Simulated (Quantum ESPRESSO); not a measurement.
The system is Si.

```
Si
1.0
     0.00000    2.72185    2.72185
     2.72185    0.00000    2.72185
     2.72185    2.72185    0.00000
Si
2
Direct
  0.50000 0.50000 0.50000
  0.75000 0.75000 0.75000
```

* Program: Quantum ESPRESSO 7.5
* Task: phonon dispersion
* Functional: LDA
* Potentials or basis: PseudoDojo 0.4.1 SR LDA standard
* Cutoff: 435 eV
* Density cutoff: 1742 eV
* k mesh: 6 × 6 × 6, shifted
* Occupations: fermi-dirac, width 0.05 eV
* Spin: no spin polarisation
* Form of the LDA correlation: PW92
* Mixing beta: 0.5
* Most SCF iterations: 120
* SCF threshold: 4e-10 Ry
* q mesh: 3 × 3 × 3

The cell and the atoms were relaxed first, to 19.61 Å³/atom (a = 3.814 Å, b = 3.814 Å, c = 3.814 Å, α = 60.00°, β = 60.00°, γ = 60.00°), and the response was taken there.

The first run showed a gap, so the response started from a second, tighter run with fixed occupations.

**Question.** Is this structure dynamically stable at this level, and how far does the spectrum reach?

**Answer.** Yes, as far as this q mesh shows: no mode on the path is imaginary. The highest frequency is 514 cm⁻¹.

Phonon frequencies at the corners of the path (cm⁻¹, interpolated; i marks imaginary ones):
| point | frequencies |
| --- | --- |
| Γ | 0 0 0 514 514 514 |
| X | 119 119 406 406 453 453 |
| W | 181 181 362 362 468 468 |
| K | 137 198 360 378 460 478 |
| L | 100 100 375 405 487 487 |
| U | 137 198 360 378 460 478 |

Harmonic thermodynamics per atom at this volume (zero-point energy 61.3 meV, Debye temperature from the second moment 671 K):
| T (K) | free energy (meV) | entropy (k_B) | heat capacity Cv (k_B) |
| --- | --- | --- | --- |
| 50 | 61.2 | 0.11 | 0.32 |
| 100 | 59.9 | 0.52 | 0.93 |
| 200 | 51.2 | 1.49 | 1.90 |
| 298.15 | 34.9 | 2.35 | 2.38 |
| 500 | -18.4 | 3.69 | 2.75 |
| 800 | -132.2 | 5.02 | 2.90 |

Phonon states per cell in windows of 25 cm⁻¹ (negative: imaginary):
```
from (cm⁻¹)  total
          0   0.00
         25   0.00
         50   0.03
         75   0.09
        100   0.35
        125   0.81
        150   0.41
        175   0.33
        200   0.06
        225   0.05
        250   0.07
        275   0.10
        300   0.20
        325   0.36
        350   0.12
        375   0.26
        400   0.29
        425   0.19
        450   0.83
        475   1.29
        500   0.13
```
